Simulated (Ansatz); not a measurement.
# ZnO under changes of volume

One of the cells (16.689 Å³/atom); the others are scaled copies at fixed shape and fractional positions:

```
CELL_PARAMETERS angstrom
3.28797 0.00000 0.00000
-1.64398 2.84746 0.00000
0.00000 0.00000 7.13044
ATOMIC_POSITIONS crystal
Zn 0.00000 0.00000 0.25000
Zn 0.00000 0.00000 0.75000
O 0.66667 0.33333 0.75000
O 0.33333 0.66667 0.25000
```

Measurements of this composition are mostly on another form, of space group No. 186.

```yaml
Program: Ansatz 0.2.0
Functional: PBEsol
Potentials_or_basis: all-electron LAPW, scalar-relativistic
Cutoff: 431 eV (chosen from the basis error)
Basis_error_allowed: 0.002 eV/atom
k_mesh: 9 × 9 × 4
Occupations: fermi-dirac, width 0.05 eV
Spin: no spin polarisation
```

```tsv
volume (Å³/atom)	energy over the lowest point (meV/atom)	pressure (GPa)
15.688	?	?
16.022	0.00	-0.9
16.356	3.83	-2.8
16.689	11.45	-4.5
17.023	22.42	-6.0
17.357	36.42	-7.4
17.691	53.09	-8.6
```

Q: What does the run at 15.688 Å³/atom give?

A: Energy over the lowest point 0.40 meV/atom; pressure 1.3 GPa.

Worked out: A Birch-Murnaghan fit of order 3 (a polynomial in V^(-2/3)) to the other rows has its minimum at 15.88 Å³/atom, just outside them, with B0 = V·E''(V) = 102 GPa and B' = 4.5 at fixed shape and positions, which overstates the stiffness. It gives 0.41 meV/atom at 15.688 Å³/atom, against the run's 0.40, and -dE/dV = 1.3 GPa, against 1.3.

Energies are extrapolated to zero smearing.
